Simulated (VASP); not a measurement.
# HfC (Fm-3m) in VASP: further runs

The runs below take HfC through single point, with LDA.

Program: VASP 6.6.1. These are calculated values, not measurements. Logs are shortened: lines on timing, memory, paths and dates and some standing lists are left out, and cuts for length are marked.

### 1 Starting point

It takes space group Fm-3m (No. 225, cubic). The conventional cell has a = 4.650 Å, b = 4.650 Å, c = 4.650 Å, α = 90.00°, β = 90.00°, γ = 90.00°. Hf (site symmetry m-3m) is surrounded by 6 C at 2.33 Å. C (site symmetry m-3m) is surrounded by 6 Hf at 2.33 Å.

### 2 Single point, LDA

The input, INCAR:

```
PREC = Accurate
ENCUT = 300
EDIFF = 1E-7
ISMEAR = -1
SIGMA = 0.15
LREAL = F
LASPH = T
NELM = 100
ALGO = Normal
ISIF = 2
LWAVE = F
LCHARG = F
ADDGRID = F
```

The input, KPOINTS:

```
Automatic mesh
0
Gamma
  15 15 15
```

The input, POSCAR:

```
HfC
1.0
    0.0000000000      2.3250000000      2.3250000000
    2.3250000000      0.0000000000      2.3250000000
    2.3250000000      2.3250000000      0.0000000000
Hf C
1 1
Direct
    0.5000000000      0.5000000000      0.5000000000
    0.0000000000      0.0000000000      0.0000000000
```

Potentials or basis: VASP PAW LDA potentials, release 64 (Hf, C).

On the command line:

```bash
$ cat potpaw_LDA.64/Hf/POTCAR potpaw_LDA.64/C/POTCAR > POTCAR
$ mpirun -np 1 vasp_std > vasp.out
```

OUTCAR:

```text
PREC = Accurate
   ENCUT = 300
   EDIFF = 1E-7
   ISMEAR = -1
   LREAL = F
   LASPH = T
   NELM = 100
   ISIF = 2

 Found    120 irreducible k-points:

 Following reciprocal coordinates:
            Coordinates               Weight
  0.000000  0.000000  0.000000      1.000000
  0.066667  0.000000  0.000000      8.000000
  0.133333  0.000000  0.000000      8.000000
  0.200000  0.000000  0.000000      8.000000
  0.266667  0.000000  0.000000      8.000000
  0.333333  0.000000  0.000000      8.000000
   k-points           NKPTS =    120   k-points in BZ     NKDIM =    120   number of bands    NBANDS=      8
   number of dos      NEDOS =    301   number of ions     NIONS =      2
   total plane-waves  NPLWV =   8000
   dimension x,y,z NGX =    20 NGY =   20 NGZ =   20
   dimension x,y,z NGXF=    40 NGYF=   40 NGZF=   40
   ions per type =               1   1
   NGX,Y,Z   is equivalent  to a cutoff of  10.11, 10.11, 10.11 a.u.
   NGXF,Y,Z  is equivalent  to a cutoff of  20.22, 20.22, 20.22 a.u.
 SYSTEM =  unknown system
   PREC   = accura    normal or accurate (medium, high low for compatibility)
   ISTART =      0    job   : 0-new  1-cont  2-samecut
   ICHARG =      2    charge: 1-file 2-atom 10-const
   ISPIN  =      1    spin polarized calculation?
   LNONCOLLINEAR =      F non collinear calculations
   LSORBIT =      F    spin-orbit coupling
   LASPH  =      T    aspherical Exc in radial PAW
   ENCUT  =  300.0 eV  22.05 Ry    4.70 a.u.   4.64  4.64  4.64*2*pi/ulx,y,z
   NELM   =    100;   NELMIN=  2; NELMDL= -5     # of ELM steps
   EDIFF  = 0.1E-06   stopping-criterion for ELM
   LREAL  =      F    real-space projection
   EDIFFG = 0.1E-05   stopping-criterion for IOM
   NSW    =      0    number of steps for IOM
   IBRION =     -1    ionic relax: 0-MD 1-quasi-New 2-CG
   NFREE  =      0    steps in history (QN), initial steepest desc. (CG)
   ISIF   =      2    stress and relaxation
   ISYM   =      2    0-nonsym 1-usesym 2-fastsym
   POTIM  = 0.5000    time-step for ionic-motion
   TEBEG  =    0.0;   TEEND  =   0.0 temperature during run
   PSTRESS=    0.0 pullay stress
   NELECT =       8.0000    total number of electrons
   NUPDOWN=      -1.0000    fix difference up-down
   EMIN   =  10.00;   EMAX   =-10.00  energy-range for DOS
   EFERMI =   0.00;   METHOD = LEGACY
   ISMEAR =    -1;   SIGMA  =   0.15  broadening in eV -4-tet -1-fermi 0-gaus
   EFERMI_NEDOS =   21; number of points for ismear=-14 and -15
   IALGO  =     38    algorithm
   IMIX   =      4    mixing-type and parameters
     AMIX     =   0.40;   BMIX     =  1.00
     AMIX_MAG =   1.60;   BMIX_MAG =  1.00
  volume/ion in A,a.u.               =      12.57        84.81
  Fermi-wavevector in a.u.,A,eV,Ry     =   1.117734  2.112211 16.998163  1.249330
  Thomas-Fermi vector in A             =   2.254359
   LORBIT       =      0    0 simple, 1 ext, 2 COOP (PROOUT), +10 PAW based schemes
   GGA     = CA    functional components
   LHFCALC =     F    Hartree Fock is set to
   AEXX    =    0.0000 exact exchange contribution
   IVDW    =     0    specifies the selected vdW correction
   LEPSILON=     F    determine dielectric tensor
   LRPA    =     F    only Hartree local field effects (RPA)
 non-spin polarized calculation
  energy-cutoff  :      300.00
  volume of cell :       25.14
 maximum number of plane-waves:       310
   NGX =  9   NGY =  9   NGZ =  9

 number of electron       8.0000001 magnetization

 Free energy of the ion-electron system (eV)
  ---------------------------------------------------
  ext. energy  EPLUGINS =         0.00000000
  ---------------------------------------------------
  free energy    TOTEN  =       -22.96433350 eV

  energy without entropy =      -22.94130357  energy(sigma->0) =      -22.95281854

 E-fermi :   6.2191     XC(G=0): -12.2004

 val. band max:        6.2176946764   @ k =   0.3333   0.2667   0.0000
 cond. band min:       6.2369766282   @ k =   0.4667   0.4000   0.0000
 fundamental gap:      0.0192819519
 Fermi energy:         6.2191019033

 k-point     1 :       0.0000    0.0000    0.0000
  band No.  band energies     occupation
      1      -5.9552      2.00000
      2       7.2505      0.00206
      3       7.2505      0.00206
      4       7.2505      0.00206
      5       7.5360      0.00031
      6       7.5360      0.00031
      7       7.5360      0.00031
      8       9.5534      0.00000

 k-point     2 :       0.0667    0.0000    0.0000
  band No.  band energies     occupation
      1      -5.8493      2.00000
      2       6.4100      0.43750
      3       6.6768      0.09032
      4       6.6768      0.09032
      5       7.7864      0.00006
      6       7.7864      0.00006
      7       8.1056      0.00001
      8      10.1240      0.00000

 k-point     3 :       0.1333    0.0000    0.0000
  band No.  band energies     occupation
      1      -5.5398      2.00000
      2       5.2713      1.99640
      3       5.8067      1.87977
      4       5.8067      1.87977
      5       8.1535      0.00001
      6       8.1535      0.00001
      7       8.5412      0.00000
      8      11.3000      0.00000

 k-point     4 :       0.2000    0.0000    0.0000
  band No.  band energies     occupation
      1      -5.0493      2.00000
      2       4.0881      2.00000
      3       5.0003      1.99941
      4       5.0003      1.99941
      5       8.6876      0.00000
      6       8.6876      0.00000
      7       8.8955      0.00000
      8      12.6733      0.00000

 k-point     5 :       0.2667    0.0000    0.0000
  band No.  band energies     occupation
      1      -4.4151      2.00000
      2       2.9244      2.00000
      3       4.3203      1.99999
      4       4.3203      1.99999
      5       9.3089      0.00000
      6       9.3743      0.00000
      7       9.3743      0.00000
      8      14.0926      0.00000

 k-point     6 :       0.3333    0.0000    0.0000
  band No.  band energies     occupation
      1      -3.6878      2.00000
      2       1.8386      2.00000
      3       3.7951      2.00000
      4       3.7951      2.00000
      5       9.8918      0.00000
      6      10.1508      0.00000
      7      10.1508      0.00000
      8      15.2600      0.00000

 [... further k-points ...]

------------------------ aborting loop because EDIFF is reached ----------------------------------------

  FORCE on cell =-STRESS in cart. coord.  units (eV):
  Direction    XX          YY          ZZ          XY          YZ          ZX
  --------------------------------------------------------------------------------------
  -------------------------------------------------------------------------------------
  Total       -2.8111044     -2.8111044     -2.8111044     -0.0000000     -0.0000000     -0.0000000
  in kB     -179.1796532   -179.1796532   -179.1796532     -0.0000000     -0.0000000     -0.0000000
  external PRESSURE =    -179.1796532 kB  Pullay stress =       0.0000000 kB

 VOLUME and BASIS-vectors are now :
 -----------------------------------------------------------------------------
  energy-cutoff  :      300.00
  volume of cell :       25.14
      direct lattice vectors                 reciprocal lattice vectors
     0.000000000  2.325000000  2.325000000    -0.215053763  0.215053763  0.215053763
     2.325000000  0.000000000  2.325000000     0.215053763 -0.215053763  0.215053763
     2.325000000  2.325000000  0.000000000     0.215053763  0.215053763 -0.215053763

 POSITION                                       TOTAL-FORCE (eV/Angst)
 -----------------------------------------------------------------------------------
      2.32500      2.32500      2.32500         0.000000      0.000000     -0.000000
      0.00000      0.00000      0.00000        -0.000000     -0.000000      0.000000
 -----------------------------------------------------------------------------------
    total drift:                                0.000000     -0.000000     -0.000000

  FREE ENERGIE OF THE ION-ELECTRON SYSTEM (eV)
  ---------------------------------------------------
  free  energy   TOTEN  =       -22.9643335031 eV

  energy  without entropy=      -22.9413035693  energy(sigma->0) =      -22.95281854
```

stdout:

```text
POSCAR found type information on POSCAR HfC
 POSCAR found :  2 types and       2 ions
 scaLAPACK will be used
 LDA part: xc-table for (Slater(with rela. corr.)+CA(PZ))
 , standard interpolation
 POSCAR, INCAR and KPOINTS ok, starting setup
 FFT: planning ... GRIDC
 FFT: planning ... GRID_SOFT
 FFT: planning ... GRID
 WAVECAR not read
 entering main loop
```

Run time: 29 s. Hardware: 1 thread of AMD EPYC, shared host; peak memory 0.09 GiB.

The run converged, but a check on its numbers failed (symmetry, net force, bounds or a known fault of this set-up), so they aren't taken as properties of the crystal.

Caveat: the cutoff lies under the usual one of these potentials, so the numbers hold a large basis-set error.

### 3 Single point, LDA

Edit INCAR of step 2 so:

```diff
@@ -1,3 +1,3 @@
 PREC = Accurate
-ENCUT = 300
+ENCUT = 400
 EDIFF = 1E-7
```

The input, KPOINTS:

```
Automatic mesh
0
Gamma
  13 13 13
```

POSCAR is that of step 2.

Potentials or basis: VASP PAW LDA potentials, release 64 (Hf, C).

On the command line:

```bash
$ cat potpaw_LDA.64/Hf/POTCAR potpaw_LDA.64/C/POTCAR > POTCAR
$ mpirun -np 1 vasp_std > vasp.out
```

Run time: 30 s. Hardware: 1 thread of AMD EPYC, shared host; peak memory 0.1 GiB.

These settings aren't checked as converged: the numbers below hold their error.

Results:

```
Free energy            : -22.9434 eV
Band gap on the k mesh : none (metal or under the smearing width)
```

Caveat: the cutoff is under 1.25 times the usual one of these potentials, so pressure, stress and relaxed cells hold a basis-set (Pulay) error.

### 4 Single point, LDA

Edit INCAR of step 3 so:

```diff
@@ -1,3 +1,3 @@
 PREC = Accurate
-ENCUT = 400
+ENCUT = 450
 EDIFF = 1E-7
```

KPOINTS is that of step 3.

POSCAR is that of step 3.

Potentials or basis: VASP PAW LDA potentials, release 64 (Hf, C).

On the command line:

```bash
$ cat potpaw_LDA.64/Hf/POTCAR potpaw_LDA.64/C/POTCAR > POTCAR
$ mpirun -np 1 vasp_std > vasp.out
```

OUTCAR:

```text
PREC = Accurate
   ENCUT = 450
   EDIFF = 1E-7
   ISMEAR = -1
   LREAL = F
   LASPH = T
   NELM = 100
   ISIF = 2

 Found     84 irreducible k-points:

 Following reciprocal coordinates:
            Coordinates               Weight
  0.000000  0.000000  0.000000      1.000000
  0.076923  0.000000  0.000000      8.000000
  0.153846  0.000000  0.000000      8.000000
  0.230769  0.000000  0.000000      8.000000
  0.307692  0.000000  0.000000      8.000000
  0.384615  0.000000  0.000000      8.000000
   k-points           NKPTS =     84   k-points in BZ     NKDIM =     84   number of bands    NBANDS=      8
[... 141 lines left out ...]

  FORCE on cell =-STRESS in cart. coord.  units (eV):
  Direction    XX          YY          ZZ          XY          YZ          ZX
  --------------------------------------------------------------------------------------
  -------------------------------------------------------------------------------------
  Total       -1.8436537     -1.8436537     -1.8436537      0.0000000      0.0000000      0.0000000
  in kB     -117.5143961   -117.5143961   -117.5143961      0.0000000      0.0000000      0.0000000
  external PRESSURE =    -117.5143961 kB  Pullay stress =       0.0000000 kB

 VOLUME and BASIS-vectors are now :
 -----------------------------------------------------------------------------
  energy-cutoff  :      450.00
  volume of cell :       25.14
      direct lattice vectors                 reciprocal lattice vectors
     0.000000000  2.325000000  2.325000000    -0.215053763  0.215053763  0.215053763
     2.325000000  0.000000000  2.325000000     0.215053763 -0.215053763  0.215053763
     2.325000000  2.325000000  0.000000000     0.215053763  0.215053763 -0.215053763

 POSITION                                       TOTAL-FORCE (eV/Angst)
 -----------------------------------------------------------------------------------
      2.32500      2.32500      2.32500        -0.000000      0.000000     -0.000000
      0.00000      0.00000      0.00000         0.000000     -0.000000      0.000000
 -----------------------------------------------------------------------------------
    total drift:                                0.000000     -0.000000     -0.000000

  FREE ENERGIE OF THE ION-ELECTRON SYSTEM (eV)
  ---------------------------------------------------
  free  energy   TOTEN  =       -22.9383116694 eV

  energy  without entropy=      -22.9153882090  energy(sigma->0) =      -22.92684994
```

It took 31 s on 1 thread of AMD EPYC, shared host; peak memory 0.11 GiB.

The run converged, but some of its settings lie outside the range that counts as converged, so its numbers aren't taken as properties of the crystal.

What came out:

```yaml
Free_energy: -22.9383 eV
Band_gap_on_the_k_mesh: none (metal or under the smearing width)
```

Caveat: the cutoff is under 1.25 times the usual one of these potentials, so pressure, stress and relaxed cells hold a basis-set (Pulay) error.

### 5 Single point, LDA

Edit INCAR of step 4 so:

```diff
@@ -4,3 +4,3 @@
 ISMEAR = -1
-SIGMA = 0.15
+SIGMA = 0.4
 LREAL = F
```

KPOINTS is that of step 4.

POSCAR is that of step 4.

Potentials or basis: VASP PAW LDA potentials, release 64 (Hf, C).

On the command line:

```bash
$ cat potpaw_LDA.64/Hf/POTCAR potpaw_LDA.64/C/POTCAR > POTCAR
$ mpirun -np 1 vasp_std > vasp.out
```

OUTCAR:

```text
PREC = Accurate
   ENCUT = 450
   EDIFF = 1E-7
   ISMEAR = -1
   LREAL = F
   LASPH = T
   NELM = 100
   ISIF = 2

 Found     84 irreducible k-points:

 Following reciprocal coordinates:
            Coordinates               Weight
  0.000000  0.000000  0.000000      1.000000
  0.076923  0.000000  0.000000      8.000000
  0.153846  0.000000  0.000000      8.000000
  0.230769  0.000000  0.000000      8.000000
  0.307692  0.000000  0.000000      8.000000
  0.384615  0.000000  0.000000      8.000000
   k-points           NKPTS =     84   k-points in BZ     NKDIM =     84   number of bands    NBANDS=      8
[... 141 lines left out ...]

  FORCE on cell =-STRESS in cart. coord.  units (eV):
  Direction    XX          YY          ZZ          XY          YZ          ZX
  --------------------------------------------------------------------------------------
  -------------------------------------------------------------------------------------
  Total       -1.7636945     -1.7636945     -1.7636945     -0.0000000      0.0000000     -0.0000000
  in kB     -112.4177956   -112.4177956   -112.4177956     -0.0000000      0.0000000     -0.0000000
  external PRESSURE =    -112.4177956 kB  Pullay stress =       0.0000000 kB

 VOLUME and BASIS-vectors are now :
 -----------------------------------------------------------------------------
  energy-cutoff  :      450.00
  volume of cell :       25.14
      direct lattice vectors                 reciprocal lattice vectors
     0.000000000  2.325000000  2.325000000    -0.215053763  0.215053763  0.215053763
     2.325000000  0.000000000  2.325000000     0.215053763 -0.215053763  0.215053763
     2.325000000  2.325000000  0.000000000     0.215053763  0.215053763 -0.215053763

 POSITION                                       TOTAL-FORCE (eV/Angst)
 -----------------------------------------------------------------------------------
      2.32500      2.32500      2.32500        -0.000000     -0.000000      0.000000
      0.00000      0.00000      0.00000         0.000000      0.000000     -0.000000
 -----------------------------------------------------------------------------------
    total drift:                                0.000000     -0.000000     -0.000000

  FREE ENERGIE OF THE ION-ELECTRON SYSTEM (eV)
  ---------------------------------------------------
  free  energy   TOTEN  =       -23.0239945277 eV

  energy  without entropy=      -22.7931917021  energy(sigma->0) =      -22.90859311
```

OSZICAR:

```text
N       E                     dE             d eps       ncg     rms          rms(c)
DAV:   1    -0.182878826430E+01   -0.18288E+01   -0.36021E+03  1344   0.792E+02
DAV:   2    -0.257152591064E+02   -0.23886E+02   -0.23230E+02  2056   0.960E+01
DAV:   3    -0.261881985723E+02   -0.47294E+00   -0.46864E+00  1736   0.174E+01
DAV:   4    -0.261901550809E+02   -0.19565E-02   -0.19563E-02  2208   0.105E+00
DAV:   5    -0.261901556693E+02   -0.58835E-06   -0.58893E-06  1696   0.138E-02    0.196E+01
DAV:   6    -0.232351565884E+02    0.29550E+01   -0.25014E+01  1392   0.237E+01    0.997E+00
DAV:   7    -0.230873954198E+02    0.14776E+00   -0.64905E-01  1472   0.546E+00    0.537E+00
DAV:   8    -0.230255959364E+02    0.61799E-01   -0.60863E-02  1664   0.215E+00    0.268E-01
DAV:   9    -0.230241230010E+02    0.14729E-02   -0.56368E-03  1880   0.358E-01    0.182E-01
DAV:  10    -0.230240027346E+02    0.12027E-03   -0.28078E-04  1736   0.106E-01    0.480E-02
DAV:  11    -0.230239948342E+02    0.79004E-05   -0.29333E-05  1824   0.328E-02    0.121E-02
DAV:  12    -0.230239945306E+02    0.30365E-06   -0.78846E-07  1760   0.563E-03    0.646E-04
DAV:  13    -0.230239945277E+02    0.28342E-08   -0.33308E-08   992   0.136E-03
   1 F= -.23023995E+02 E0= -.22908593E+02  d E =-.230803E+00
```

stdout:

```text
POSCAR found type information on POSCAR HfC
 POSCAR found :  2 types and       2 ions
 scaLAPACK will be used
 LDA part: xc-table for (Slater(with rela. corr.)+CA(PZ))
 , standard interpolation
 POSCAR, INCAR and KPOINTS ok, starting setup
 FFT: planning ... GRIDC
 FFT: planning ... GRID_SOFT
 FFT: planning ... GRID
 WAVECAR not read
 entering main loop
```

Wall time 30 s (1 thread of AMD EPYC, shared host); peak memory 0.11 GiB.

These settings aren't checked as converged: the numbers below hold their error.

Results:

| Item | Value |
| --- | --- |
| Free energy | -23.0240 eV |
| Band gap on the k mesh | none (metal or under the smearing width) |

Caveat: the cutoff is under 1.25 times the usual one of these potentials, so pressure, stress and relaxed cells hold a basis-set (Pulay) error.

### 6 Single point, LDA

Edit INCAR of step 5 so:

```diff
@@ -4,3 +4,3 @@
 ISMEAR = -1
-SIGMA = 0.4
+SIGMA = 0.2
 LREAL = F
```

KPOINTS is that of step 5.

POSCAR is that of step 5.

Potentials or basis: VASP PAW LDA potentials, release 64 (Hf, C).

On the command line:

```bash
$ cat potpaw_LDA.64/Hf/POTCAR potpaw_LDA.64/C/POTCAR > POTCAR
$ mpirun -np 1 vasp_std > vasp.out
```

Run time: 30 s. Hardware: 1 thread of AMD EPYC, shared host; peak memory 0.11 GiB.

These settings aren't checked as converged: the numbers below hold their error.

Results:

| Item | Value |
| --- | --- |
| Free energy | -22.9475 eV |
| Band gap on the k mesh | none (metal or under the smearing width) |

Caveat: the cutoff is under 1.25 times the usual one of these potentials, so pressure, stress and relaxed cells hold a basis-set (Pulay) error.

### 7 For comparison

An earlier run on the cell as given: functional PBE; potentials or basis VASP PAW PBE potentials, release 64 (Hf_pv, C); cutoff 520 eV; k mesh 10 × 10 × 10; occupations fermi-dirac, width 0.05 eV; no spin polarisation.

* Pressure: -0.4 GPa
* Band gap on the k mesh: none (metal or under the smearing width)
